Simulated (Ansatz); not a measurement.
Al: a prediction, then the measurements

Computed with DFT PBE, scalar-relativistic, plane waves, PAW (Ansatz).

Cutoff 420 eV; k points 26×26×26 on the computed 1-atom cell (Γ-centred); Gaussian smearing, width 0.10 eV; no spin polarisation.

Relaxed structure:

```xyz
1
Lattice="-1.4285 1.4286 2.0207 1.4285 -1.4286 2.0207 1.4285 1.4286 -2.0207" Properties=species:S:1:pos:R:3 pbc="T T T"
Al    0.0000    0.0000    0.0000
```

* Space group: Fm-3m (No. 225)
* Volume per atom: 16.50 Å³
* Energy over the standard state (uncorrected): 0.000 eV/atom
* Kohn–Sham band gap: none (metal)
* Density of states at the Fermi level: 0.4 states/eV per cell
* Orbital (Löwdin) character within 0.5 eV of the Fermi level: Al 3p 64 %, Al 3s 31 %, unprojected 6 %
* Bader charge by site (e): Al (1 in the cell) 0.00

**Against measurements.**

A measured lattice constant a of Al is 4.05 Å (a printed reference work (monograph)); the calculated 4.041 Å falls short of it by 0.2 %. The calculation is for 0 K without zero-point motion.

The cell was reached from a generator's guess, though it ends in a space group that the Crystallography Open Database lists for this formula. Löwdin shares on free-atom orbitals overweight diffuse shells.
